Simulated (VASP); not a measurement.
Runs of VASP 6.6.1 on SiC (Moissanite 6H). Symmetry: P6_3mc, No. 186, hexagonal system. The conventional cell has a = 3.095 Å, b = 3.095 Å, c = 15.170 Å, α = 90.00°, β = 90.00°, γ = 120.00°. Si (site symmetry 3m) is surrounded by 4 C at 1.90 Å. Si (site symmetry 3m) is surrounded by 4 C at 1.90 Å. Si (site symmetry 3m) has 4 C at 1.90 Å as nearest neighbours. Around C (site symmetry 3m) lie 4 Si at 1.90 Å. C (site symmetry 3m) is surrounded by 4 Si at 1.90 Å. C (site symmetry 3m) is surrounded by 4 Si at 1.90 Å. 

```csv
task,level,potentials or basis,cell,cutoff (eV),gap on the mesh (eV),pressure (GPa),largest force (eV/Å)
relaxation of cell and atoms,PBEsol,"VASP PAW PBE potentials, release 64 (Si, C)",relaxed,600,1.91,0.0,-
band structure,TB-mBJ,"VASP PAW PBE potentials, release 64 (Si, C)","P6_3mc, 10.34 Å³/atom",520,(b),-,-
band structure,r2SCAN,"VASP PAW PBE potentials, release 64 (Si, C)","P6_3mc, 10.34 Å³/atom",520,2.40,(a),0.01
band structure,LDA,"VASP PAW LDA potentials, release 64 (Si, C)","P6_3mc, 10.34 Å³/atom",520,1.97,-4.0,0.01
```

Alike in all rows: no spin polarisation; k mesh 12 × 12 × 2; smearing gaussian 0.03 eV.

Problem. Estimate the missing entries.

Solution. (a) -0.5; (b) 2.96.

Caveats: the PAW data sets were made with another functional, which shifts forces and pressure a little (some runs).

A k mesh can miss the band edges.

Runs at the PBE level aren't shown here.
